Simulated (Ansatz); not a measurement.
This was printed by a script on Ansatz's Python interface, for a calculation of the dielectric tensor and Born charges of BN, space group Pnma. What did the script look like? Use: LDA, PAW, the default cutoff (420 eV here), 4×8×6 k-points, fixed occupations.

The script reads `bn.vasp`:
```text
BN
1.0
   4.88008900    0.00000000    0.00000000
   0.00000000    2.59146400    0.00000000
   0.00000000    0.00000000    4.29204900
B N
4 4
Direct
   0.65958700    0.75000000    0.09290400
   0.84041300    0.25000000    0.59290400
   0.15958700    0.75000000    0.40709600
   0.34041300    0.25000000    0.90709600
   0.82113000    0.75000000    0.39351400
   0.17887000    0.25000000    0.60648600
   0.67887000    0.25000000    0.89351400
   0.32113000    0.75000000    0.10648600
```

`python run_eps.py` gives:
```text
DeckWarning: basis.ecutwfc = 420 eV, auto-derived from the records' recommended cutoffs: set by B (normal level)
eps_inf
[[4.501 0.    0.   ]
 [0.    4.304 0.   ]
 [0.    0.    4.164]]
Born charge tensor of B 0
[[2.06  0.    0.628]
 [0.    1.961 0.   ]
 [0.403 0.    1.87 ]]
Born charge tensor of B 1
[[ 2.06   0.    -0.628]
 [ 0.     1.961  0.   ]
 [-0.403  0.     1.87 ]]
Born charge tensor of B 2
[[ 2.06   0.    -0.628]
 [ 0.     1.961  0.   ]
 [-0.403  0.     1.87 ]]
Born charge tensor of B 3
[[2.06  0.    0.628]
 [0.    1.961 0.   ]
 [0.403 0.    1.87 ]]
Born charge tensor of N 4
[[-2.06   0.    -0.372]
 [ 0.    -1.961  0.   ]
 [-0.366  0.    -1.87 ]]
Born charge tensor of N 5
[[-2.06   0.    -0.372]
 [ 0.    -1.961  0.   ]
 [-0.366  0.    -1.87 ]]
Born charge tensor of N 6
[[-2.06   0.     0.372]
 [ 0.    -1.961  0.   ]
 [ 0.366  0.    -1.87 ]]
Born charge tensor of N 7
[[-2.06   0.     0.372]
 [ 0.    -1.961  0.   ]
 [ 0.366  0.    -1.87 ]]
charge neutrality missed by 0.0081 e before the sum rule
```
(Warnings from the package without file and line.)

The script that was run (others could print the same):

`run_eps.py`
```python
"""High-frequency dielectric tensor and Born charges of BN."""

import ansatz as az
from ase.io import read
import numpy as np

atoms = read("bn.vasp", format="vasp")
crystal = az.Crystal.from_ase(atoms)

# an insulator: whole occupations
job = (
    crystal.calculation()
    .functional("lda")
    .pseudopotentials("paw")
    .kpoints(4, 8, 6)
    .scf(tolerance=1e-09)
    .occupations("fixed")
    .dielectric()
)
out = job.run(threads=1, pin="off")
response = out.dielectric
eps = np.asarray(response.eps_inf)

print("eps_inf")
print(np.round(eps, 3) + 0.0)
for index, (site, z) in enumerate(zip(out.lattice.sites, response.zstar_e)):
    print("Born charge tensor of", site.symbol, index)
    print(np.round(z, 3) + 0.0)
print(f"charge neutrality missed by {response.zstar_sum_residual_pre_e:.4f} e before the sum rule")
```

With fixed filling the reported Fermi level is the top filled level among the k-points of the SCF. Averages over directions belong to no single polarisation, least of all in layered crystals. The structure comes from a database of computed cells and needn't be a stable or known phase. This is the electronic (clamped-ion) response; a semilocal gap that is too small tends to raise it. The typed mesh is that of the SCF; the response is solved on denser meshes that the run picks. Run time: 2.9 min on 1 thread of Arm Neoverse N1, on a shared host, peak memory 0.88 GiB.
